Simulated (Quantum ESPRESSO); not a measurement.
ZnS:

```
Zn S
1.0
     0.00000    2.70200    2.70200
     2.70200    0.00000    2.70200
     2.70200    2.70200    0.00000
Zn S
1 1
Direct
  0.75000 0.75000 0.75000
  0.00000 0.00000 0.00000
```

```yaml
Program: Quantum ESPRESSO 7.5
Task: phonons
Functional: PBE
Potentials_or_basis: JTH 2.0 PBE
Cutoff: 735 eV
Density_cutoff: 4408 eV
k_mesh: 6 × 6 × 6, shifted
Occupations: fermi-dirac, width 0.05 eV
Spin: no spin polarisation
Mixing_beta: 0.5
Most_SCF_iterations: 120
SCF_threshold: 4e-10 Ry
```

The first run showed a gap, so the response started from a second, tighter run with fixed occupations.

**Question.** How polar is the lattice: what are the Born charges, the two dielectric constants and the LO-TO splitting?

**Answer.** Born charges ±2.01 e; dielectric constants 5.93 (electrons alone) and 9.12 (static); transverse and longitudinal modes at 271 and 336 cm⁻¹.
